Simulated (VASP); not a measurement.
## SnSe2 under changes of volume

One of the cells (25.832 Å³/atom); the others are scaled copies at fixed shape and fractional positions:

```xyz
3
Lattice="3.8190 0.0000 0.0000 -1.9095 3.3074 0.0000 0.0000 0.0000 6.1355" Properties=species:S:1:pos:R:3 pbc="T T T"
Sn    0.0000    0.0000    0.0000
Se    1.9095    1.1025    4.5482
Se    0.0000    2.2049    1.5872
```

* Program: VASP 6.6.1
* Functional: PBEsol
* Potentials or basis: VASP PAW PBE potentials, release 64 (Sn_d, Se)
* Cutoff: 520 eV
* k mesh: 8 × 8 × 4
* Occupations: gaussian, width 0.02 eV
* Spin: no spin polarisation

```tsv
volume (Å³/atom)	energy over the lowest point (meV/atom)	pressure (GPa)	gap on the mesh (eV)	largest force (eV/Å)
24.799	10.17	3.1	0.70	0.375
25.315	2.62	1.5	0.68	0.183
25.832	0.00	0.1	0.66	0.008
26.349	?	?	?	?
26.865	7.44	-2.3	0.60	0.302
```

Question: What does the run at 26.349 Å³/atom give?

Answer: Energy over the lowest point 1.77 meV/atom; pressure -1.2 GPa; gap on the mesh 0.63 eV; largest force 0.153 eV/Å.

Worked out: A Birch-Murnaghan fit of order 2 (a polynomial in V^(-2/3)) to the other rows has its minimum at 25.88 Å³/atom with B0 = V·E''(V) = 68 GPa at fixed shape and positions, which overstates the stiffness. It gives 1.72 meV/atom at 26.349 Å³/atom, against the run's 1.77, and -dE/dV = -1.2 GPa, against -1.2. A straight line through the other rows of the gap, of slope -1.26 eV per unit of ln V, gives 0.63 eV, against the run's 0.63.

Energies are extrapolated to zero smearing.

Caveats: the PAW data sets were made with another functional, which shifts forces and pressure a little; spin-orbit coupling is left out, which moves the levels of the heavy elements; this functional lacks dispersion, which binds the layers, so the pressure and a relaxed spacing across them are unreliable.

A mesh can miss the band edges.
